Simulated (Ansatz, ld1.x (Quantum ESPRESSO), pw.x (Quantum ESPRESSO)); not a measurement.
# Equation-of-state test of one PAW potential (Ta)

ld1.x (Quantum ESPRESSO) 7.5 input, shortened:

```
&input
   title='Ta', zed=73., rel=1, dft='PBE', iswitch=3,
   config='[Xe] 4f14 5d3 6s2 6p0'
 /
 &inputp
   pseudotype=3, lpaw=.true., tm=.true., lloc=-2, rcloc=2.40,
   nlcc=.true., new_core_ps=.true., rcore=1.55,
   which_augfun='PSQ', rmatch_augfun_nc=.true.
 /
6
5S  1  0   2.00   0.00  1.40  1.65  0.0
6S  2  0   2.00   0.00  1.40  1.65  0.0
5P  2  1   6.00   0.00  2.50  2.70  0.0
6P  3  1   0.00   0.00  2.50  2.70  0.0
5D  3  2   3.00   0.00  1.30  1.80  0.0
5D  3  2   0.00   0.20  1.30  1.80  0.0
 &test
   configts(1)='5s2 5p6 5d3 6s2 6p0'
 /
```

Crystal test: sc Ta in pw.x 7.5, no spin, 12³ k-points, Fermi–Dirac smearing 0.01 Ry, cutoffs 50/400 Ry. The reference is all-electron LAPW (Ansatz 0.2.0) with the same functional, mesh and smearing; V0 and B0 come from Birch–Murnaghan fits to the pressures at five volumes. Errors are pseudo minus all-electron; Δ is the rms difference of the E(V) curves that follow from these fits, minima aligned, over ±6 % about the mean V0. Mesh and smearing are coarse, so the numbers serve the comparison and aren't converged zero-temperature values; the lattice is a test structure that the element need not adopt.

All-electron: a0 = 2.742 Å (V0 = 20.63 Å³/atom), B0 = 143.1 GPa.

Q: How far does the potential miss the all-electron equation of state?

A: mean pressure error (GPa): +0.65; a0 (Å): 2.746; a0 error (%): +0.14; B0 error (%): +1.3; Δ (meV/atom): 2.7. The largest radius (2.70 bohr) exceeds half the bond length (2.58 bohr), so the spheres overlap, which is one possible source of error among others. Atomic configuration tests: 1 of 7 tests not solved or not reliable.

| V (Å³/atom) | P all-electron (GPa) | P pseudo (GPa) |
| --- | --- | --- |
| 19.357 | 10.29 | 11.17 |
| 19.867 | 5.78 | 6.54 |
| 20.376 | 1.79 | 2.43 |
| 20.885 | -1.75 | -1.21 |
| 21.395 | -4.87 | -4.42 |

Q: At the middle volume, how do free energy and pressure move when the wave cutoff is lowered (ecutrho held at 400 Ry)?

A:

```json
{"cutoff (Ry)": "22", "shift of F (meV/atom)": "+579.8", "shift of P (GPa)": "-18.45"}
{"cutoff (Ry)": "30", "shift of F (meV/atom)": "+44.6", "shift of P (GPa)": "-1.86"}
{"cutoff (Ry)": "40", "shift of F (meV/atom)": "+6.7", "shift of P (GPa)": "+0.00"}
```

The run at the middle volume (84 k-points, 8 iterations) took about 23 s on one core of a shared host (Neoverse-N1, 64 threads, 498 GiB, load 17).
